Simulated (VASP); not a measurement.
**Cr: equation of state with PBE**

Cr:

```
Cr
1.0
     2.71400    0.00000    0.00000
    -1.35700    2.35039    0.00000
     0.00000    0.00000    4.41000
Cr
2
Direct
  0.66667 0.33333 0.75000
  0.33333 0.66667 0.25000
```

This isn't the form of Cr at room conditions, which is bcc.

```json
{"Program": "VASP 6.6.1", "Task": "equation of state", "Functional": "PBE", "Potentials or basis": "VASP PAW PBE potentials, release 64 (Cr_pv)", "Cutoff": "520 eV", "k mesh": "11 × 11 × 6", "Occupations": "fermi-dirac, width 0.05 eV", "Spin": "collinear spin, ferromagnetic start", "Starting moments": "[3.0, 3.0] μB"}
```

```
Equilibrium volume                        : 12.14 Å³/atom (rough: see the caveat)
Bulk modulus at fixed shape and positions : 301 GPa (rough)
```

Energy against volume, from the lowest point:
```
volume (Å³/atom)  energy (meV/atom)
          13.222               0.00
          13.503              35.57
          13.784              75.06
          14.066             118.10
          14.347             163.98
          14.628             211.55
          14.910             260.15
```

All runs of the series together: 7.2 min on 1 thread of Intel(R) Xeon(R) Platinum 8488C (Sapphire Rapids), on a shared host.

Caveat: the fit is doubtful: noisy points or a state that changes with volume; the minimum lies outside the volumes run; the cell was scaled at fixed shape and fractional positions, which overstates the stiffness of a crystal with free parameters, most of all of layers and chains.
